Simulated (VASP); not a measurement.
# MgB2 (P6/mmm) in VASP: relaxation of cell and atoms with r2SCAN

Aim: the relaxation of cell and atoms of MgB2 with r2SCAN.

Everything below comes from runs of VASP 6.6.1. Logs are shortened: lines on timing, memory, paths and dates and some standing lists are left out, and cuts for length are marked.

## 1. The structure

The structure is hexagonal, space group P6/mmm (No. 191). The conventional cell has a = 3.085 Å, b = 3.085 Å, c = 3.523 Å, α = 90.00°, β = 90.00°, γ = 120.00°. Mg (site symmetry 6/mmm) is surrounded by 12 B at 2.51 Å. B (site symmetry -6m2) is surrounded by 3 B at 1.78 Å.

## 2. Relaxation of cell and atoms, r2SCAN

File INCAR:

```
  PREC = Accurate
  ENCUT = 600
  EDIFF = 1E-7
  ISMEAR = 0
  SIGMA = 0.1
  LREAL = F
  LASPH = T
  NELM = 80
  ALGO = Normal
  ISIF = 3
  LWAVE = F
  LCHARG = F
  METAGGA = R2SCAN
  LMIXTAU = T
  IBRION = 2
  NSW = 80
  EDIFFG = -0.004
```

File KPOINTS:

```
regular mesh
0
Gamma
  15 15 12
```

File POSCAR:

```
MgB2
1.0
    3.0850000000      0.0000000000      0.0000000000
   -1.5425000000      2.6716883700      0.0000000000
    0.0000000000      0.0000000000      3.5230000000
Mg B
1 2
Direct
    0.0000000000      0.0000000000      0.0000000000
    0.3333333300      0.6666666700      0.5000000000
    0.6666666700      0.3333333300      0.5000000000
```

Potentials or basis: VASP PAW PBE potentials, release 64 (Mg, B).

On the command line:

```console
$ cat potpaw_PBE.64/Mg/POTCAR potpaw_PBE.64/B/POTCAR > POTCAR
$ mpirun -np 1 vasp_std > vasp.out
```

OUTCAR:

```text
PREC = Accurate
   ENCUT = 600
   EDIFF = 1E-7
   ISMEAR = 0
   LREAL = F
   LASPH = T
   NELM = 80
   ISIF = 3
   METAGGA = R2SCAN
   IBRION = 2
   NSW = 80
   EDIFFG = -0.004

 ion  position               nearest neighbor table
   1  0.000  0.000  0.000-   2 2.51   3 2.51   2 2.51   3 2.51   2 2.51   2 2.51   3 2.51   3 2.51
                             3 2.51   3 2.51   2 2.51   2 2.51
   2  0.333  0.667  0.500-   3 1.78   3 1.78   3 1.78   1 2.51   1 2.51   1 2.51   1 2.51   1 2.51
                             1 2.51
   3  0.667  0.333  0.500-   2 1.78   2 1.78   2 1.78   1 2.51   1 2.51   1 2.51   1 2.51   1 2.51
                             1 2.51

  LATTYP: Found a hexagonal cell.
 ALAT       =     3.0850000000
 C/A-ratio  =     1.1419773096

  Lattice vectors:

 A1 = (   3.0850000000,   0.0000000000,   0.0000000000)
 A2 = (  -1.5425000000,   2.6716883700,   0.0000000000)
 A3 = (   0.0000000000,   0.0000000000,   3.5230000000)

Analysis of symmetry for initial positions (statically):
=====================================================================
 Subroutine PRICEL returns:
 Original cell was already a primitive cell.

 Routine SETGRP: Setting up the symmetry group for a
 hexagonal supercell.

 Subroutine GETGRP returns: Found 24 space group operations
 (whereof 24 operations were pure point group operations)
 out of a pool of 24 trial point group operations.

The static configuration has the point symmetry D_6h.

Analysis of symmetry for dynamics (positions and initial velocities):
=====================================================================
 Subroutine PRICEL returns:
 Original cell was already a primitive cell.

 Routine SETGRP: Setting up the symmetry group for a
 hexagonal supercell.

 Subroutine GETGRP returns: Found 24 space group operations
 (whereof 24 operations were pure point group operations)
 out of a pool of 24 trial point group operations.

The dynamic configuration has the point symmetry D_6h.

 Subroutine INISYM returns: Found 24 space group operations
 (whereof 24 operations are pure point group operations),
 and found     1 'primitive' translations

----------------------------------------------------------------------------------------

                                     Primitive cell

  volume of cell :      29.0371

  direct lattice vectors                    reciprocal lattice vectors
     3.085000000  0.000000000  0.000000000     0.324149109  0.187147575  0.000000000
    -1.542500000  2.671688370  0.000000000     0.000000000  0.374295150  0.000000000
     0.000000000  0.000000000  3.523000000     0.000000000  0.000000000  0.283848992

  length of vectors
     3.085000000  3.084999999  3.523000000     0.374295150  0.374295150  0.283848992

  position of ions in fractional coordinates (direct lattice)
     0.000000000  0.000000000  0.000000000
     0.333333330  0.666666670  0.500000000
     0.666666670  0.333333330  0.500000000

  ion indices of the primitive-cell ions
   primitive index   ion index
                 1           1
                 2           2
                 3           3

----------------------------------------------------------------------------------------

 KPOINTS: regular mesh

Automatic generation of k-mesh.
 Grid dimensions read from file:
 generate k-points for:   15   15   12

 Generating k-lattice:

  Cartesian coordinates                     Fractional coordinates (reciprocal lattice)
     0.021609941  0.012476505  0.000000000     0.066666667  0.000000000  0.000000000
     0.000000000  0.024953010  0.000000000     0.000000000  0.066666667  0.000000000
     0.000000000  0.000000000  0.023654083     0.000000000  0.000000000  0.083333333

  Length of vectors
     0.024953010  0.024953010  0.023654083

  Shift w.r.t. Gamma in fractional coordinates (k-lattice)
     0.000000000  0.000000000  0.000000000

 Subroutine IBZKPT returns following result:
 ===========================================

 Found    189 irreducible k-points:

 Following reciprocal coordinates:
            Coordinates               Weight
  0.000000  0.000000  0.000000      1.000000
  0.066667  0.000000  0.000000      6.000000
  0.133333  0.000000  0.000000      6.000000
  0.200000  0.000000  0.000000      6.000000
  0.266667  0.000000  0.000000      6.000000
  0.333333  0.000000  0.000000      6.000000
[... 16 lines left out ...]
  0.333333  0.200000  0.000000     12.000000
  0.400000  0.200000  0.000000      6.000000
 [... further k-points ...]
   k-points           NKPTS =    189   k-points in BZ     NKDIM =    189   number of bands    NBANDS=      8
   number of dos      NEDOS =    301   number of ions     NIONS =      3
   total plane-waves  NPLWV =  21952
   dimension x,y,z NGX =    28 NGY =   28 NGZ =   28
   dimension x,y,z NGXF=    56 NGYF=   56 NGZF=   56
   ions per type =               1   2
   NGX,Y,Z   is equivalent  to a cutoff of  15.09, 15.09, 13.21 a.u.
   NGXF,Y,Z  is equivalent  to a cutoff of  30.18, 30.18, 26.43 a.u.
 SYSTEM =  unknown system
   PREC   = accura    normal or accurate (medium, high low for compatibility)
   ISTART =      0    job   : 0-new  1-cont  2-samecut
   ICHARG =      2    charge: 1-file 2-atom 10-const
   ISPIN  =      1    spin polarized calculation?
   LNONCOLLINEAR =      F non collinear calculations
   LSORBIT =      F    spin-orbit coupling
   LASPH  =      T    aspherical Exc in radial PAW
   ENCUT  =  600.0 eV  44.10 Ry    6.64 a.u.   6.16  6.16  7.04*2*pi/ulx,y,z
   NELM   =     80;   NELMIN=  2; NELMDL= -5     # of ELM steps
   EDIFF  = 0.1E-06   stopping-criterion for ELM
   LREAL  =      F    real-space projection
   EDIFFG = -.4E-02   stopping-criterion for IOM
   NSW    =     80    number of steps for IOM
   IBRION =      2    ionic relax: 0-MD 1-quasi-New 2-CG
   NFREE  =      1    steps in history (QN), initial steepest desc. (CG)
   ISIF   =      3    stress and relaxation
   ISYM   =      2    0-nonsym 1-usesym 2-fastsym
   POTIM  = 0.5000    time-step for ionic-motion
   TEBEG  =    0.0;   TEEND  =   0.0 temperature during run
   PSTRESS=    0.0 pullay stress
   NELECT =       8.0000    total number of electrons
   NUPDOWN=      -1.0000    fix difference up-down
   EMIN   =  10.00;   EMAX   =-10.00  energy-range for DOS
   EFERMI =   0.00;   METHOD = LEGACY
   ISMEAR =     0;   SIGMA  =   0.10  broadening in eV -4-tet -1-fermi 0-gaus
   EFERMI_NEDOS =   21; number of points for ismear=-14 and -15
   IALGO  =     38    algorithm
   IMIX   =      4    mixing-type and parameters
     AMIX     =   0.40;   BMIX     =  1.00
     AMIX_MAG =   1.60;   BMIX_MAG =  1.00
  volume/ion in A,a.u.               =       9.68        65.32
  Fermi-wavevector in a.u.,A,eV,Ry     =   1.065255  2.013040 15.439462  1.134768
  Thomas-Fermi vector in A             =   2.200801
   LORBIT       =      0    0 simple, 1 ext, 2 COOP (PROOUT), +10 PAW based schemes
   METAGGA = R2SCAN    functional components
   LHFCALC =     F    Hartree Fock is set to
   AEXX    =    0.0000 exact exchange contribution
   IVDW    =     0    specifies the selected vdW correction
   LEPSILON=     F    determine dielectric tensor
   LRPA    =     F    only Hartree local field effects (RPA)
 conjugate gradient relaxation of ions
 non-spin polarized calculation
 Gauss-broadening in eV      SIGMA  =   0.10
  energy-cutoff  :      600.00
  volume of cell :       29.04
 maximum number of plane-waves:       986
 NGX is ok and might be reduce to    28
   NGX = 13   NGY = 13   NGZ = 15

--------------------------------------- Ionic step        1  -------------------------------------------

 number of electron       8.0000000 magnetization

 Free energy of the ion-electron system (eV)
  ---------------------------------------------------
  ext. energy  EPLUGINS =         0.00000000
  ---------------------------------------------------
  free energy    TOTEN  =       -19.40464545 eV

  energy without entropy =      -19.40103375  energy(sigma->0) =      -19.40283960

------------------------ aborting loop because EDIFF is reached ----------------------------------------

  FORCE on cell =-STRESS in cart. coord.  units (eV):
  Direction    XX          YY          ZZ          XY          YZ          ZX
  --------------------------------------------------------------------------------------
  -------------------------------------------------------------------------------------
  Total       -0.6037002     -0.6037002     -0.2456440      0.0000000     -0.0000000      0.0000000
  in kB      -33.3102816    -33.3102816    -13.5538619      0.0000000     -0.0000000      0.0000000
  external PRESSURE =     -26.7248084 kB  Pullay stress =       0.0000000 kB
[... 133 lines left out ...]
  energy  without entropy=      -19.4059186536  energy(sigma->0) =      -19.40751858

--------------------------------------- Ionic step        5  -------------------------------------------

 number of electron       8.0000000 magnetization

 Free energy of the ion-electron system (eV)
  ---------------------------------------------------
  ext. energy  EPLUGINS =         0.00000000
  ---------------------------------------------------
  free energy    TOTEN  =       -19.40912105 eV

  energy without entropy =      -19.40589966  energy(sigma->0) =      -19.40751035

 E-fermi :   5.3892     XC(G=0): -11.5921

 val. band max:        5.3740660140   @ k =   0.1333   0.0000   0.3333
 cond. band min:       5.3930376120   @ k =   0.0667   0.0000   0.0833
 fundamental gap:      0.0189715980
 Fermi energy:         5.3892138689

 k-point     1 :       0.0000    0.0000    0.0000
  band No.  band energies     occupation
      1      -7.9304      2.00000
      2       2.1850      2.00000
      3       5.8063      0.00000
      4       5.8063      0.00000
      5       7.3461      0.00000
      6      12.1170      0.00000
      7      12.1170      0.00000
      8      14.1090      0.00000
[... 243 lines left out ...]
 k-point    24 :       0.4000    0.2000    0.0000
  band No.  band energies     occupation
      1      -3.3397      2.00000
      2      -2.5115      2.00000
      3       0.6878      2.00000
      4       6.1836      0.00000
      5       8.3037      0.00000
      6      11.5300      0.00000
      7      11.8112      0.00000
      8      14.4260      0.00000

 [... further k-points ...]

------------------------ aborting loop because EDIFF is reached ----------------------------------------

  FORCE on cell =-STRESS in cart. coord.  units (eV):
  Direction    XX          YY          ZZ          XY          YZ          ZX
  --------------------------------------------------------------------------------------
  -------------------------------------------------------------------------------------
  Total       -0.0077703     -0.0077703     -0.0075641     -0.0000000     -0.0000000      0.0000000
  in kB       -0.4357148     -0.4357148     -0.4241528     -0.0000000     -0.0000000      0.0000000
  external PRESSURE =      -0.4318608 kB  Pullay stress =       0.0000000 kB
[... 18 lines left out ...]
  FREE ENERGIE OF THE ION-ELECTRON SYSTEM (eV)
  ---------------------------------------------------
  free  energy   TOTEN  =       -19.4091210473 eV

  energy  without entropy=      -19.4058996615  energy(sigma->0) =      -19.40751035

 reached required accuracy - stopping structural energy minimisation
```

Run time: 7.3 min. Hardware: 1 thread of AMD EPYC 9R45 (Zen 5), shared host; peak memory 0.19 GiB.

What came out:

- Free energy: -19.4091 eV
- Relaxed volume: 9.52 Å³/atom
- Relaxed cell: a = 3.065 Å, b = 3.065 Å, c = 3.513 Å, α = 90.00°, β = 90.00°, γ = 120.00°
- Space group after relaxing (to 0.05 Å): P6/mmm (No. 191)
- Energy gained by relaxing: 1.5 meV/atom
- Ionic steps: 5
- Pressure after relaxing: 0.0 GPa
- Band gap on the k mesh: none (metal or under the smearing width)

The path:
```tsv
step	energy change (eV)	largest force (eV/Å)	pressure (GPa)	volume (Å³)
1	0.0000	0.0000	-2.67	29.04
2	-0.0036	0.0000	1.22	28.36
3	-0.0045	0.0000	0.00	28.57
4	-0.0045	0.0000	-0.06	28.58
5	-0.0045	0.0000	-0.04	28.57
```

Final structure:
```
Mg B
1.0
     3.06469    0.00000    0.00000
    -1.53234    2.65410    0.00000
     0.00000    0.00000    3.51271
Mg B
1 2
Direct
  0.00000 0.00000 0.00000
  0.33333 0.66667 0.50000
  0.66667 0.33333 0.50000
```

Caveat: the PAW data sets were made with another functional, which shifts forces and pressure a little.
